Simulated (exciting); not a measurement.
Crystal: PtS2.

```
Pt S
1.0
     3.54320    0.00000    0.00000
    -1.77160    3.06850    0.00000
     0.00000    0.00000    5.03880
Pt S
1 2
Cartesian
  0.0000 0.0000 0.0000
  1.7716 1.0228 3.8950
  0.0000 2.0457 1.1438
```

Base run:

```yaml
Program: exciting (release sodium)
Functional: PBE
Potentials_or_basis: all-electron LAPW+lo, shipped species files, valence relativity iora*
rgkmax: 7.5
k_mesh: 9 × 9 × 5
Occupations: fermi-dirac, width 0.05 eV
Spin: no spin polarisation
```

Its results: band gap on the k mesh 1.02 eV, indirect (least direct gap 1.07 eV).

Task: The run is repeated on the same cell with these changes: k mesh from 9 × 9 × 5 to 7 × 7 × 4; spin from no spin polarisation to spin-orbit coupling, no magnetisation. What comes out?

Result: Band gap on the k mesh 0.86 eV, indirect (least direct gap 1.02 eV).

Several settings changed at once, so the effect can't be laid on one alone.

Caveats: spin-orbit coupling is left out, which moves the levels of the heavy elements (some runs).
